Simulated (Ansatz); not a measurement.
HfS2 (CdI2 type), relaxed with r2SCAN+rVV10: 3 runs in the plane-wave code Ansatz, each a construction of maximally localised Wannier functions. The symmetry is P-3m1 (No. 164, trigonal); a = 3.630 Å, c = 5.878 Å in the conventional setting, 22.36 Å³ an atom. Around Hf lie 6 S at 2.54 Å; around S lie 3 Hf at 2.54 Å. Calculated for a static, non-magnetic cell.

```yaml
crystal:
  lattice:
    - [3.63030, 0.00000, 0.00000]
    - [-1.81515, 3.14393, 0.00000]
    - [0.00000, 0.00000, 5.87836]
  atoms:
    - { symbol: Hf, position: [0.00000, 0.00000, 0.00000] }
    - { symbol: S, position: [0.33333, 0.66667, 0.24463] }
    - { symbol: S, position: [0.66667, 0.33333, 0.75537] }
```

Windows count from the top of the filled bands; a dash means that no such window was set (without an outer window there is no disentanglement). Rows marked drawn have settings drawn at random (some not listed).

```
functional  SCF mesh  trial orbitals  functions   mesh  window (eV)  frozen (eV)  settings  Ω total (Å²)  Ω invariant (Å²)  largest spread (Å²)  least projectability  interpolation miss of the model's filled bands (eV, to the nearest computed level)
       PBE     6×6×4             S p          6  6×6×4            –            –    chosen         13.91             13.47                 2.32                  0.70                                                                               0.058
     HSE06     6×6×4        S s, S p          8  6×6×4            –            –    chosen         13.10             11.16                 1.66                  0.77                                                                                   –
       PBE     6×6×4             S p          6  5×5×5            –            –     drawn         13.56             13.14                 2.31                  0.71                                                                               0.108
```

A dash in the last column means that the miss wasn't evaluated.

The runs are scalar-relativistic, without spin-orbit coupling.
